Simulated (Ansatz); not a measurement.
An input for Ansatz 0.2.0 (Te2Mo (layers cut from the bulk crystal)):

```yaml
crystal:
  lattice:
    - [3.4375629515, 0.0, 0.0]
    - [-1.7187814758, 2.9770168431, 0.0]
    - [0.0, 0.0, 57.1]
  atoms:
    - { symbol: Te, position: [0.3333333333, 0.6666666667, 0.3514616188] }
    - { symbol: Mo, position: [0.6666666667, 0.3333333333, 0.3832417998] }
    - { symbol: Te, position: [0.3333333333, 0.6666666667, 0.415090619] }
    - { symbol: Te, position: [0.6666666667, 0.3333333333, 0.4682266718] }
    - { symbol: Mo, position: [0.3333333333, 0.6666666667, 0.5] }
    - { symbol: Te, position: [0.6666666667, 0.3333333333, 0.5317733282] }
    - { symbol: Te, position: [0.3333333333, 0.6666666667, 0.584909381] }
    - { symbol: Mo, position: [0.6666666667, 0.3333333333, 0.6167582002] }
    - { symbol: Te, position: [0.3333333333, 0.6666666667, 0.6485383812] }
  periodic: [true, true, false]
kpoints:
  mp_grid: { grid: [6, 6, 1] }
hamiltonian:
  xc: pbesol
  pseudopotentials: { kind: paw, azcp: { folder: soft_1 }, xc_functional: pbe }
scf:
  occupations: { method: fixed }
  convergence: { dr2_threshold: 1.0e-10 }
gw:
  n_empty_bands: 777
  ecut_chi: 70.0
  qp_bands: [v3, c3]
  qp_kpoints: band_edges
  screening: { model: contour_deformation }
```

```sh
ansatz run input.yaml --threads 2 --pin off --max-ram 73728MiB --backend cuda --events-out ev --progress --plain --runs-dir out --devices 1 --max-vram 13GiB
```

How long will it take on 1 × NVIDIA H100 80GB HBM3 (shared by 6 runs) with 2 threads of AMD EPYC 7R13 (Zen 3), shared host, and how much memory?

It took 47 s; on shared hardware allow 23 s to 93 s. Peak host memory was 3.2 GiB. The sizes that set the cost: 11351 plane waves a state, 7 irreducible k points, 846 bands summed, 803 plane waves in the screening and 16 SCF cycles.

The screening grows as filled bands × empty bands × pairs of k points, times the square of the screening basis for the matrix.

[Paths, hosts, dates, memory and timing lines, banners, echoed tables and standing remarks are left out of the program output.]

[Logs are printed without paths, hosts, clocks, repeated set-up lines and the standing remarks that a program may print on its own settings, such as how far it seeks lower states.]

[Runs of the session that timed out or met a known fault of the program may be left out.]

[Cells called generated may have been cut or substituted from an entry of the Crystallography Open Database or the Materials Project.]

[Hosts, paths, dates, database ids (printed as entryN), source tags and the programs' standing remarks are cut or masked in the printed files.]
